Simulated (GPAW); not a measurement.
The system is Tl.

```
Tl
1.0
     3.45600    0.00000    0.00000
    -1.72800    2.99298    0.00000
     0.00000    0.00000    5.52500
Tl
2
Direct
  0.66667 0.33333 0.75000
  0.33333 0.66667 0.25000
```

Base run:

```yaml
Program: GPAW 26.7.0
Functional: PBE
Potentials_or_basis: GPAW PAW data sets (gpaw-data 1.2.1)
Cutoff: 600 eV
Basis: pw
k_mesh: 9 × 9 × 5
Occupations: fermi-dirac, width 0.05 eV
Spin: no spin polarisation
```

Its results: pressure 3.1 GPa.

Problem. The run is repeated on the same cell with these changes: occupations from fermi-dirac, width 0.05 eV to methfessel-paxton, width 0.2 eV; dispersion from none to D3(BJ). What comes out?

Solution. Pressure 1.1 GPa.

Caveats: this smearing can pin the Fermi level at a band edge (some runs); pairwise dispersion overbinds metals, which lowers pressure and volume (some runs).

Not every run made on this cell is shown here.
